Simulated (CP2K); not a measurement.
Te:

```xyz
3
Lattice="4.4540 0.0000 0.0000 -2.2270 3.8573 0.0000 0.0000 0.0000 5.9240" Properties=species:S:1:pos:R:3 pbc="T T T"
Te    1.6279    2.8197    0.0000
Te   -0.5991    1.0376    3.9493
Te    1.1981    0.0000    1.9747
```

Base run:

- Program: CP2K 2026.2
- Functional: PBE
- Potentials or basis: POTENTIAL_UZH Te GTH-PBE-q6; TZVP-MOLOPT-PBE-GTH basis
- Density cutoff: 9184 eV
- k mesh: 7 × 7 × 5
- Occupations: fermi-dirac, width 0.05 eV
- Spin: no spin polarisation

Its results: pressure 2.2 GPa; largest force 0.354 eV/Å.

Task: The run is repeated on the same cell with these changes: functional from PBE to LDA. What comes out?

Result: Pressure 0.6 GPa; largest force 0.506 eV/Å.

LDA binds more tightly than PBE, so the same cell stands under less pressure.

Caveats: the basis of atomic orbitals isn't converged, which shifts pressures, moduli and gaps; the potentials were made for another functional, which shifts forces and pressure (some runs).
